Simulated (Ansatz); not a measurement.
Runs of Ansatz 0.2.0 on TePb. It takes space group Fm-3m (No. 225, cubic). Conventional cell: a = 6.462 Å, b = 6.462 Å, c = 6.462 Å, α = 90.00°, β = 90.00°, γ = 90.00°. Pb (site symmetry m-3m) has 6 Te at 3.23 Å as nearest neighbours. Te (site symmetry m-3m) has 6 Pb at 3.23 Å as nearest neighbours. 

```tsv
task	level	potentials or basis	cell	k mesh	cutoff (eV)	smearing	basis error allowed	mesh quality	pressure (GPa)	relaxed volume (Å³/atom)
relaxation of cell and atoms	PBEsol	all-electron LAPW, scalar-relativistic	relaxed	7 × 7 × 7	-	fermi-dirac 0.05 eV	0.001 eV/atom	not flagged	0.0	33.42
single point	PBE	all-electron LAPW, scalar-relativistic	as given	4 × 4 × 4	156	fermi-dirac 0.04 eV	0.003 eV/atom	coarse	2.2	-
band structure	PBE	all-electron LAPW, scalar-relativistic	as given	7 × 7 × 7	179	fermi-dirac 0.05 eV	0.001 eV/atom	not flagged	(a)	-
relaxation of cell and atoms	PBE	all-electron LAPW, scalar-relativistic	relaxed	7 × 7 × 7	-	fermi-dirac 0.05 eV	0.001 eV/atom	not flagged	0.0	35.48
```

Alike in all rows: no spin polarisation.

**Question.** Fill in the values left out.

**Answer.** (a) 2.1.

Caveats: some runs use coarse meshes.
